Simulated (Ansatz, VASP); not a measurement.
One calculation of SnO2, two programs

```
Sn O
1.0
     1.61709    0.93363    4.80059
    -1.61709    0.93363    4.80059
     0.00000   -1.86726    4.80059
Sn O
1 2
Direct
  0.50000 0.50000 0.50000
  0.76283 0.76283 0.76283
  0.23717 0.23717 0.23717
```

Measurements of this composition are mostly on another form, of space group No. 136.

Alike in both runs: task single point; functional PBE; k mesh 10 × 10 × 10; occupations fermi-dirac, width 0.05 eV; no spin polarisation.

|  | VASP | Ansatz |
| --- | --- | --- |
| version | VASP 6.6.1 | Ansatz 0.2.0 |
| potentials or method | VASP PAW PBE potentials, release 64 (Sn_d, O), cutoff 520 eV | all-electron LAPW, scalar-relativistic |

VASP gave:

| Quantity | Value |
| --- | --- |
| gap on the k mesh at the Fermi level (eV) | 1.91 |
| least direct gap on the mesh (eV) | 2.03 |
| pressure (GPa) | 0.0 |
| largest component of the traceless stress (GPa) | 0.54 |
| rms of the force components (eV/Å) | 0.039 |

Problem. Which values does Ansatz return?

Solution. gap on the k mesh at the Fermi level (eV): 1.94; least direct gap on the mesh (eV): 2.05; pressure (GPa): -0.6; largest component of the traceless stress (GPa): 0.17; rms of the force components (eV/Å): 0.064.

Atom by atom the forces differ by 0.025 eV/Å (rms over components). Ansatz ran all-electron here, so the differences hold the error of VASP's frozen core and of both bases.

Caveats: spin-orbit coupling is left out, which moves the levels of the heavy elements. A k mesh can miss the band edges.
